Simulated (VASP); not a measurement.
Crystal: In5AgSe8.

```
In Ag Se
1.0
     5.79340    0.00000    0.00000
     0.00000    5.79340    0.00000
     0.00000    0.00000   11.62230
In Ag Se
5 1 8
Direct
  0.00000 0.50000 0.25013
  0.50000 0.00000 0.74987
  0.00000 0.50000 0.74987
  0.50000 0.00000 0.25013
  0.50000 0.50000 0.00000
  0.00000 0.00000 0.50000
  0.22834 0.22834 0.11225
  0.22834 0.77166 0.88775
  0.77166 0.77166 0.11225
  0.77166 0.22834 0.88775
  0.72177 0.72177 0.61414
  0.72177 0.27823 0.38586
  0.27823 0.27823 0.61414
  0.27823 0.72177 0.38586
```

```yaml
Program: VASP 6.6.1
Task: relaxation of cell and atoms
Functional: LDA
Potentials_or_basis: VASP PAW LDA potentials, release 64 (In_d, Ag, Se)
Cutoff: 600 eV
k_mesh: 6 × 6 × 4
Occupations: gaussian, width 0.03 eV
Spin: no spin polarisation
```

At the start: pressure -1.2 GPa; volume 27.86 Å³/atom.

Task: Where does the relaxation end?

Result: Over 19 steps the energy falls by 14.9 meV/atom and the volume is 26.74 Å³/atom (-4.0 %); space group P-42m (No. 111, to 0.05 Å).

Step by step:
| step | energy change (eV) | largest force (eV/Å) | pressure (GPa) | volume (Å³) |
| --- | --- | --- | --- | --- |
| 1 | 0.0000 | 0.8108 | -1.18 | 390.08 |
| 2 | -0.1394 | 0.3768 | 0.58 | 378.57 |
| 3 | -0.1394 | 0.3762 | 0.54 | 378.77 |
| 4 | -0.1744 | 0.1892 | -0.13 | 381.51 |
| 5 | -0.1768 | 0.1775 | -0.33 | 382.41 |
| 6 | -0.1931 | 0.1067 | -0.18 | 380.07 |
| 7 | -0.1987 | 0.1023 | -0.01 | 377.61 |
| 8 | -0.2014 | 0.0848 | -0.02 | 377.09 |
| 9 | -0.2058 | 0.0416 | -0.08 | 375.56 |
| 10 | -0.2060 | 0.0538 | -0.09 | 375.16 |
| 11 | -0.2061 | 0.0302 | 0.26 | 372.82 |
| 12 | -0.2067 | 0.0249 | 0.09 | 373.94 |
| 13 | -0.2075 | 0.0392 | 0.01 | 374.28 |
| 14 | -0.2075 | 0.0424 | -0.01 | 374.32 |
| 15 | -0.2081 | 0.0278 | 0.00 | 374.39 |
| 16 | -0.2081 | 0.0314 | 0.00 | 374.41 |
| 17 | -0.2084 | 0.0112 | 0.00 | 374.48 |
| 18 | -0.2084 | 0.0105 | -0.01 | 374.50 |
| 19 | -0.2085 | 0.0041 | 0.02 | 374.31 |

Final structure:
```
In Ag Se
1.0
     5.71522    0.00000    0.00000
     0.00000    5.71522    0.00000
     0.00000    0.00000   11.45952
In Ag Se
5 1 8
Direct
  0.00000 0.50000 0.25670
  0.50000 0.00000 0.74330
  0.00000 0.50000 0.74330
  0.50000 0.00000 0.25670
  0.50000 0.50000 0.00000
  0.00000 0.00000 0.50000
  0.21947 0.21947 0.11021
  0.21947 0.78053 0.88979
  0.78053 0.78053 0.11021
  0.78053 0.21947 0.88979
  0.72092 0.72092 0.60982
  0.72092 0.27908 0.39018
  0.27908 0.27908 0.60982
  0.27908 0.72092 0.39018
```
